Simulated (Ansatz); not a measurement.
**Vibrational response of MgB$_{2}$**

Computed with DFT PBE, scalar-relativistic, plane waves, PAW in Ansatz. Plane waves to 420 eV; Γ-centred k mesh 18×18×12; Fermi-Dirac smearing of 0.15 eV. No spin polarisation. Phonons by linear response, acoustic sum rule imposed.

Equilibrium structure at this level:
```
CELL_PARAMETERS angstrom
3.07580 0.00000 0.00000
-1.53790 2.66372 0.00000
0.00000 0.00000 3.52472
ATOMIC_POSITIONS crystal
Mg 0.00000 0.00000 0.00000
B 0.33333 0.66667 0.50000
B 0.66667 0.33333 0.50000
```

In a metal, frequencies and elastic constants depend on the k mesh and the smearing, soft modes and shear constants most.

(1) Is this structure stable against zone-centre distortions?

(2) List the optical modes at Γ (i marks imaginary ones).

Answers

(1) Yes, at Γ: no optical mode is imaginary. Strains and other wave vectors aren't tested by this run.

(2)
```csv
frequency (THz),degeneracy
9.93,2
11.92,1
17.39,2
20.56,1
```

Cost: 1 run of about 2.4 core-minutes, on Intel Xeon Processor @ 2.50GHz (Skylake/Cascade Lake) (shared hosts).